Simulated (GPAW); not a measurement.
Wanted: an ASE script for a GPAW 26.7.0 run.

```yaml
Task: band structure
Functional: PBEsol
Potentials_or_basis: PAW data sets generated in the run's folder for this functional
Cutoff: 800 eV
Basis: pw
k_mesh: 6 × 6 × 6
Occupations: fermi-dirac, width 0.05 eV
Spin: no spin polarisation
Maxiter: 150
Band_path: GXMGRX,MR
Band_points: 80
```

The system is Zr2O.

```
Zr O
1.0
     4.87635    0.00000    0.00000
     0.00000    4.87635    0.00000
     0.00000    0.00000    4.87635
Zr O
4 2
Direct
  0.75000 0.75000 0.75000
  0.25000 0.75000 0.25000
  0.75000 0.25000 0.25000
  0.25000 0.25000 0.75000
  0.50000 0.50000 0.50000
  0.00000 0.00000 0.00000
```

The cell comes from a database or a generator and needn't be the stable form of this composition.

The input as run:

run.py

```python
from ase import Atoms
from ase.dft.bandgap import bandgap
from ase.io import write
from ase.units import GPa
from gpaw import GPAW, PW, setup_paths

setup_paths.insert(0, '.')

atoms = Atoms(['Zr', 'Zr', 'Zr', 'Zr', 'O', 'O'],
              cell=[[4.876349, 0.0, 0.0],
                    [0.0, 4.876349, 0.0],
                    [0.0, 0.0, 4.876349]],
              scaled_positions=[[0.75, 0.75, 0.75],
                                [0.25, 0.75, 0.25],
                                [0.75, 0.25, 0.25],
                                [0.25, 0.25, 0.75],
                                [0.5, 0.5, 0.5],
                                [0.0, 0.0, 0.0]],
              pbc=True)

calc = GPAW(mode=PW(800),
            xc='PBEsol',
            kpts={'size': (6, 6, 6), 'gamma': True},
            occupations={'name': 'fermi-dirac', 'width': 0.05},
            nbands=54,
            convergence={'density': 1e-05, 'energy': 1e-05},
            maxiter=150,
            txt='gpaw.txt')
atoms.calc = calc
energy = atoms.get_potential_energy()
forces = atoms.get_forces()
stress = atoms.get_stress()
calc.write('gs.gpw')
write('result.traj', atoms)
print(f'Energy: {energy:.6f} eV')
print('Forces (eV/A):')
print(forces.round(4))
print('Stress (GPa):', (stress / GPa).round(3))
print('Fermi level:', round(calc.get_fermi_level(), 4), 'eV')
print(f'Gap: {bandgap(calc)[0]:.4f} eV, direct: {bandgap(calc, direct=True)[0]:.4f} eV')

path = atoms.cell.bandpath('GXMGRX,MR', npoints=80, eps=1e-4)
bs_calc = calc.fixed_density(kpts=path, symmetry='off', nbands=79,
                             convergence={'bands': 'CBM+6.0', 'eigenstates': 1e-6}, txt='bands.txt')
bs = bs_calc.band_structure()
bs.write('bs.json')
print(f'Gap on the path: {bandgap(bs_calc)[0]:.4f} eV')
```

Potentials or basis: PAW data sets generated in the run's folder for this functional, pw.

Launch:

```console
$ gpaw-setup -f PBEsol O Zr
$ OMP_NUM_THREADS=1 python run.py
```

Results of the run:

```
Pressure                : -6.9 GPa
Band gap along the path : none (metal or under the smearing width)
```

It took 6 min on 1 thread of Arm Neoverse V2, on a shared host, peak memory 1.1 GiB.
